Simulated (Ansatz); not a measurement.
The system is ZnO (zincite).

```
CELL_PARAMETERS angstrom
3.24931 0.00000 0.00000
-1.62465 2.81398 0.00000
0.00000 0.00000 5.20571
ATOMIC_POSITIONS crystal
Zn 0.66667 0.33333 0.00000
Zn 0.33333 0.66667 0.50000
O 0.33333 0.66667 0.87901
O 0.66667 0.33333 0.37901
```

| Property | Result |
| --- | --- |
| Program | Ansatz 0.2.0 |
| Task | relaxation of cell and atoms |
| Functional | revPBE |
| Potentials or basis | Ansatz PAW |
| Cutoff | 420 eV (not typed: the program's choice for these potentials) |
| k mesh | 7 × 7 × 4 |
| Occupations | fermi-dirac, width 0.05 eV |
| Spin | no spin polarisation |

At the start: volume 11.90 Å³/atom.

Question: How do energy, volume and symmetry change on relaxing?

Answer: It ends after 8 steps and the volume is 12.64 Å³/atom (+6.2 %); space group P6_3mc (No. 186, to 0.05 Å).

Step by step:
| step | energy change (eV) | largest force (eV/Å) | volume (Å³) |
| --- | --- | --- | --- |
| 1 | 0.0000 | 0.0747 | 47.60 |
| 2 | -0.0477 | 0.0460 | 49.02 |
| 3 | -0.0582 | 0.0278 | 50.28 |
| 4 | -0.0580 | 0.0207 | 50.39 |
| 5 | -0.0580 | 0.0031 | 50.39 |
| 6 | -0.0731 | 0.0032 | 50.39 |
| 7 | -0.0727 | 0.0009 | 50.55 |
| 8 | -0.0734 | 0.0007 | 50.55 |

Final structure:
```
CELL_PARAMETERS angstrom
3.30776 0.00000 0.00000
-1.65388 2.86460 0.00000
0.00000 0.00000 5.33538
ATOMIC_POSITIONS crystal
Zn 0.66667 0.33333 0.99985
Zn 0.33333 0.66667 0.49985
O 0.33333 0.66667 0.87916
O 0.66667 0.33333 0.37916
```

Caveat: the plane-wave basis is chosen anew once the cell has moved, so the energies of steps on either side of that aren't comparable; the pressure holds a Pulay correction of +0.6 GPa for the finite cutoff; the PAW data sets come from PBE, with cores solved anew for the run's functional, which leaves a small shift of forces and pressure.
